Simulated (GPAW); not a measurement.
Runs of GPAW 26.7.0 on MoS2. The structure is trigonal, space group R3m (No. 160). Conventional cell: a = 3.160 Å, b = 3.160 Å, c = 18.450 Å, α = 90.00°, β = 90.00°, γ = 120.00°. Mo (site symmetry 3m) is surrounded by 6 S at 2.39 Å. Around S (site symmetry 3m) lie 3 Mo at 2.39 Å. S (site symmetry 3m) is surrounded by 3 Mo at 2.39 Å. Measurements of this composition are mostly on another form, of space group No. 194.

| task | level | potentials or basis | cell | k mesh | cutoff (eV) | smearing | maxiter | response ecut | frequency | extrapolate | qp bands | mesh quality | gap on the mesh (eV) | pressure (GPa) | largest force (eV/Å) |
| --- | --- | --- | --- | --- | --- | --- | --- | --- | --- | --- | --- | --- | --- | --- | --- |
| single point | PBEsol | PAW data sets generated in the run's folder for this functional, pw | as given | 10 × 10 × 10 | 600 | fermi-dirac 0.05 eV | 150 | - | - | - | - | not flagged | 0.91 | 0.2 | (d) |
| band structure | r2SCAN | GPAW PAW data sets (gpaw-data 1.2.1), pw | as given | 7 × 7 × 7 | 600 | fermi-dirac 0.05 eV | 150 | - | - | - | - | not flagged | 1.18 | (a) | (c) |
| single point | LDA | the program's PAW data sets (release 1.2.1) made for this functional, pw | as given | 8 × 8 × 8 | 450 | fermi-dirac 0.05 eV | 120 | - | - | - | - | not flagged | 0.95 | -3.1 | 0.08 |
| single point | TB-mBJ | GPAW PAW data sets for LDA (gpaw-data 1.2.1), pw | as given | 8 × 8 × 8 | 600 | fermi-dirac 0.05 eV | 150 | - | - | - | - | not flagged | 1.22 | - | - |
| phonons | PBE | GPAW PAW data sets (gpaw-data 1.2.1), pw | relaxed | 7 × 7 × 7 | 510 | fermi-dirac 0.05 eV | 150 | - | - | - | - | not flagged | (b) | 0.0 | - |

Alike in all rows: no spin polarisation.

**Question.** Fill in the values left out.

**Answer.** (a) 4.2; (b) 1.59; (c) 0.36; (d) 0.26.

Caveats: the PAW data sets were made with another functional, which shifts forces and pressure a little (some runs); the cutoff is short for stress and forces, so pressures can be off by a GPa or more (some runs); the mesh misses the band edges, which the band path finds closer together (some runs); a model potential gives levels but no total energy (some runs); the LO-TO splitting is left out (some runs); an odd mesh through Γ misses points on the zone boundary, where band edges often lie (some runs).

A k mesh can miss the band edges, and the runs leave out spin-orbit coupling on Mo.

Not every run made on this cell is shown here.
